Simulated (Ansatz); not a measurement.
**The polar optical mode of AlP at 20 GPa, worked through**

Theory: DFT PBE, scalar-relativistic, plane waves, PAW (Ansatz). Cutoff 420 eV, 10×10×10 k-points (Γ-centred), fixed occupations. No spin polarisation. Phonons by linear response, acoustic sum rule imposed.

The cell, relaxed at 20 GPa:
```xyz
2
Lattice="0.0000 2.6016 2.6016 2.6016 0.0000 2.6016 2.6016 2.6016 0.0000" Properties=species:S:1:pos:R:3 pbc="T T T"
Al    0.0000    0.0000    0.0000
P     3.9024    3.9024    3.9024
```

Other phases may be more stable at this pressure.

Linear response gives ν_TO = 521.9 cm⁻¹, Born charges ±2.148 e (positive on Al) and ε∞ = 8.086. The primitive cell holds 35.217 Å³, and the masses are 26.982 and 30.974 amu.

Problem. Find ν_LO and the static dielectric constant.

Solution. The long-wave field adds a restoring force: ω_LO² − ω_TO² = Z*²e²/(ε_vac ε∞ μV). In these units ν_LO² − ν_TO² = 4.92064×10⁷ Z*²/(μ V ε∞) cm⁻², with μ = m₁m₂/(m₁ + m₂) = 14.420 amu: 55275 cm⁻². So ν_LO = √(521.9² + 55275) = 572.4 cm⁻¹, and the run gives 572.4. Lyddane–Sachs–Teller then gives ε0 = ε∞ (ν_LO/ν_TO)² = 9.73, against 9.73 in the run (it forms both from the same three quantities, so the match checks the arithmetic only). Between ν_TO and ν_LO the dielectric function is negative and an undamped crystal reflects fully: a reststrahlen band from 17.5 to 19.2 μm.

Problem. What do the Clausius–Mossotti polarisability and the Szigeti charge come to?

Solution. With the Lorentz local field, α = (3V/4π)(ε∞ − 1)/(ε∞ + 2) = 5.91 Å³ for the pair, and e_S = 3Z*/(ε∞ + 2) = 0.64 e. The Born charge includes the electrons' response to the dipole's own local field, and e_S takes that enhancement out. The Lorentz field assumes point-like polarisable ions, a poor picture once ε∞ is this large, since the electron clouds then overlap or are shared, so both numbers are formal here.

Problem. How strongly does a slow electron couple to the LO mode?

Solution. For one isotropic parabolic band, Fröhlich's constant is α_F = (1/ε∞ − 1/ε0) √(m* Ry/ħω_LO), with Ry = 13.606 eV, ħω_LO = 71.0 meV and m* in free-electron masses: α_F = 0.0209 × 13.85 × √m* = 0.29 √m*. The band mass isn't part of this run; for m* = 0.1, 0.3 and 1 it gives 0.09, 0.16, 0.29. In weak coupling the polaron lies α_F ħω_LO below the band edge (11 meV at m* = 0.3) with a mass m*(1 + α_F/6); past α_F of about 5 or 6 that expansion fails. A semilocal functional's ε∞ tends to be too large, which taken alone lowers α_F.

Cost: 1 run of about 0.59 core-minutes, on Arm Neoverse V2 (shared hosts).